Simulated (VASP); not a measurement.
# Fe (P6_3/mmc) in VASP: single point with PBE

Aim: the single point of Fe with PBE.

All numbers are computed with VASP 6.6.1; they aren't measurements. Logs are shortened: lines on timing, memory, paths and dates and some standing lists are left out, and cuts for length are marked.

## Step 1: The structure

The structure is hexagonal, space group P6_3/mmc (No. 194). The conventional cell has a = 2.525 Å, b = 2.525 Å, c = 4.374 Å, α = 90.00°, β = 90.00°, γ = 120.00°. Around Fe (site symmetry -6m2) lie 12 Fe at 2.52 to 2.63 Å.

The cell was built by a generator and needn't be a form met in nature.

## Step 2: Single point, PBE, collinear spin, typed start

File INCAR:

```
SYSTEM = Fe
PREC = Accurate
ENCUT = 520
EDIFF = 1E-6
ISMEAR = 0
SIGMA = 0.05
LREAL = .FALSE.
LASPH = .TRUE.
NELM = 150
ALGO = Fast
ISIF = 2
LWAVE = .FALSE.
LCHARG = .TRUE.
ISPIN = 2
MAGMOM = 2.5 2.5
LORBIT = 11
LMAXMIX = 4
GGA = PE
LELF = .TRUE.
LVHAR = .TRUE.
NBANDS = 19
```

File KPOINTS:

```
regular mesh
0
G
  18 18 10
  0 0 0
```

File POSCAR:

```
Fe
1.0
    2.5247836263      0.0000000000      0.0000000000
   -1.2623918131      2.1865267594      0.0000000000
    0.0000000000      0.0000000000      4.3739232550
Fe
2
Direct
    0.3333333333      0.6666666667      0.7500000000
    0.6666666667      0.3333333333      0.2500000000
```

Potentials or basis: VASP PAW PBE potentials, release 64 (Fe).

Run with:

```console
cat potpaw_PBE.64/Fe/POTCAR > POTCAR
mpirun -np 1 vasp_std > vasp.out
```

OUTCAR:

```text
SYSTEM = Fe
   PREC = Accurate
   ENCUT = 520
   EDIFF = 1E-6
   ISMEAR = 0
   LREAL = .FALSE.
   LASPH = .TRUE.
   NELM = 150
   ISIF = 2
   ISPIN = 2
   LORBIT = 11
   GGA = PE

 ion  position               nearest neighbor table
   1  0.333  0.667  0.750-   2 2.63   2 2.63   2 2.63   2 2.63   2 2.63   2 2.63
   2  0.667  0.333  0.250-   1 2.63   1 2.63   1 2.63   1 2.63   1 2.63   1 2.63

  LATTYP: Found a hexagonal cell.
 ALAT       =     2.5247836263
 C/A-ratio  =     1.7323952870

  Lattice vectors:

 A1 = (   2.5247836263,   0.0000000000,   0.0000000000)
 A2 = (  -1.2623918131,   2.1865267594,   0.0000000000)
 A3 = (   0.0000000000,   0.0000000000,   4.3739232550)

Analysis of symmetry for initial positions (statically):
=====================================================================
 Subroutine PRICEL returns:
 Original cell was already a primitive cell.

 Routine SETGRP: Setting up the symmetry group for a
 hexagonal supercell.

 Subroutine GETGRP returns: Found 24 space group operations
 (whereof 12 operations were pure point group operations)
 out of a pool of 24 trial point group operations.

The static configuration has the point symmetry D_3d.
 The point group associated with its full space group is D_6h.

Analysis of symmetry for dynamics (positions and initial velocities):
=====================================================================
 Subroutine PRICEL returns:
 Original cell was already a primitive cell.

 Routine SETGRP: Setting up the symmetry group for a
 hexagonal supercell.

 Subroutine GETGRP returns: Found 24 space group operations
 (whereof 12 operations were pure point group operations)
 out of a pool of 24 trial point group operations.

The dynamic configuration has the point symmetry D_3d.
 The point group associated with its full space group is D_6h.

Analysis of structural, dynamic, and magnetic symmetry:
=====================================================================
 Subroutine PRICEL returns:
 Original cell was already a primitive cell.

 Routine SETGRP: Setting up the symmetry group for a
 hexagonal supercell.

 Subroutine GETGRP returns: Found 24 space group operations
 (whereof 12 operations were pure point group operations)
 out of a pool of 24 trial point group operations.

The overall configuration has the point symmetry D_3d.
 The point group associated with its full space group is D_6h.

 Subroutine INISYM returns: Found 24 space group operations
 (whereof 12 operations are pure point group operations),
 and found     1 'primitive' translations

[... 120 lines left out ...]
   LHFCALC =     F    Hartree Fock is set to
   AEXX    =    0.0000 exact exchange contribution
   IVDW    =     0    specifies the selected vdW correction
   LEPSILON=     F    determine dielectric tensor
   LRPA    =     F    only Hartree local field effects (RPA)
 spin polarized calculation
 RMM-DIIS sequential band-by-band and
 Gauss-broadening in eV      SIGMA  =   0.05
  energy-cutoff  :      520.00
  volume of cell :       24.15
 maximum number of plane-waves:       665
 NGX is ok and might be reduce to    20
   NGX =  9   NGY =  9   NGZ = 17

 number of electron      15.9999998 magnetization       5.1858856

 Free energy of the ion-electron system (eV)
  ---------------------------------------------------
  ext. energy  EPLUGINS =         0.00000000
  ---------------------------------------------------
  free energy    TOTEN  =       -16.09345735 eV

  energy without entropy =      -16.08993514  energy(sigma->0) =      -16.09169624

 E-fermi :   5.4534     XC(G=0): -12.7526

 val. band max:        5.4503000958   @ k =   0.3889   0.1111   0.1000
 cond. band min:       5.4567111267   @ k =   0.4444   0.0000   0.1000
 fundamental gap:      0.0064110309
 Fermi energy:         5.4534427715

 spin component 1

 k-point     1 :       0.0000    0.0000    0.0000
  band No.  band energies     occupation
      1      -2.9181      1.00000
      2       0.5920      1.00000
      3       2.8522      1.00000
      4       3.1078      1.00000
      5       3.1078      1.00000
      6       3.3435      1.00000
[... 517 lines left out ...]
     18      24.6217      0.00000
     19      26.6778      0.00000

 [... further k-points ...]

 spin component 2

 k-point     1 :       0.0000    0.0000    0.0000
  band No.  band energies     occupation
      1      -2.6296      1.00000
      2       1.8541      1.00000
      3       4.8990      1.00000
      4       4.9726      1.00000
      5       5.5414      0.00644
      6       5.5414      0.00644
[... 517 lines left out ...]
     18      24.9244      0.00000
     19      27.4436      0.00000

 [... further k-points ...]

------------------------ aborting loop because EDIFF is reached ----------------------------------------

  FORCE on cell =-STRESS in cart. coord.  units (eV):
  Direction    XX          YY          ZZ          XY          YZ          ZX
  --------------------------------------------------------------------------------------
  -------------------------------------------------------------------------------------
  Total       -0.0297608     -0.0297608     -0.0082077     -0.0000000      0.0000000      0.0000000
  in kB       -1.9747152     -1.9747152     -0.5446041     -0.0000000      0.0000000      0.0000000
  external PRESSURE =      -1.4980115 kB  Pullay stress =       0.0000000 kB

 VOLUME and BASIS-vectors are now :
 -----------------------------------------------------------------------------
  energy-cutoff  :      520.00
  volume of cell :       24.15
      direct lattice vectors                 reciprocal lattice vectors
     2.524783626  0.000000000  0.000000000     0.396073545  0.228673168  0.000000000
    -1.262391813  2.186526759  0.000000000     0.000000000  0.457346335  0.000000000
     0.000000000  0.000000000  4.373923255     0.000000000  0.000000000  0.228627697

 POSITION                                       TOTAL-FORCE (eV/Angst)
 -----------------------------------------------------------------------------------
     -0.00000      1.45768      3.28044         0.000000      0.000000      0.000000
      1.26239      0.72884      1.09348        -0.000000     -0.000000      0.000000
 -----------------------------------------------------------------------------------
    total drift:                               -0.000000      0.000000     -0.000000

  FREE ENERGIE OF THE ION-ELECTRON SYSTEM (eV)
  ---------------------------------------------------
  free  energy   TOTEN  =       -16.0934573461 eV

  energy  without entropy=      -16.0899351432  energy(sigma->0) =      -16.09169624

 total charge

# of ion       s       p       d       tot
------------------------------------------
    1        0.473   0.485   6.202   7.161
    2        0.473   0.485   6.202   7.161
--------------------------------------------------
tot          0.947   0.970  12.405  14.322

 magnetization (x)

# of ion       s       p       d       tot
------------------------------------------
    1       -0.015  -0.034   2.629   2.580
    2       -0.015  -0.034   2.629   2.580
--------------------------------------------------
tot         -0.030  -0.067   5.257   5.160
```

It took 2.4 min on 1 thread of Intel Xeon Platinum 8488C (Sapphire Rapids), shared host; peak memory 0.26 GiB.

Results:

- Free energy: -16.0935 eV
- Pressure: -0.1 GPa
- Band gap on the k mesh: none (metal or under the smearing width)
- Net moment: 5.19 μB per cell
- Site moments: Fe +2.58 μB
- Valence electrons inside the program's atomic spheres: Fe 7.16
